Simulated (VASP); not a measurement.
The system is ScAlN2.

```
CELL_PARAMETERS angstrom
-2.19948 2.19948 4.19862
2.19948 -2.19948 4.19862
2.19948 2.19948 -4.19862
ATOMIC_POSITIONS crystal
Sc 0.00000 0.00000 0.00000
Sc 0.75000 0.25000 0.50000
Al 0.50000 0.50000 0.00000
Al 0.25000 0.75000 0.50000
N 0.73751 0.73751 0.00000
N 0.01249 0.51249 0.50000
N 0.26249 0.26249 0.00000
N 0.48751 0.98751 0.50000
```

The cell comes from a database or a generator and needn't be the stable form of this composition.

A sound run:

- Program: VASP 6.6.1
- Task: dielectric tensor
- Functional: PBE
- Potentials or basis: VASP PAW PBE potentials, release 64 (Sc_sv, Al, N)
- Cutoff: 800 eV
- k mesh: 8 × 8 × 8
- Occupations: gaussian, width 0.01 eV
- Spin: no spin polarisation

It gives band gap on the k mesh 0.96 eV, indirect (least direct gap 1.05 eV).

**Question.** What do these careless settings give instead: cutoff 400 eV in place of 800 eV; k mesh 7 × 7 × 7 in place of 8 × 8 × 8?

**Answer.** Band gap on the k mesh 1.04 eV, indirect (least direct gap 1.05 eV). The run converged, but these numbers show the error of the settings and aren't properties of the crystal.
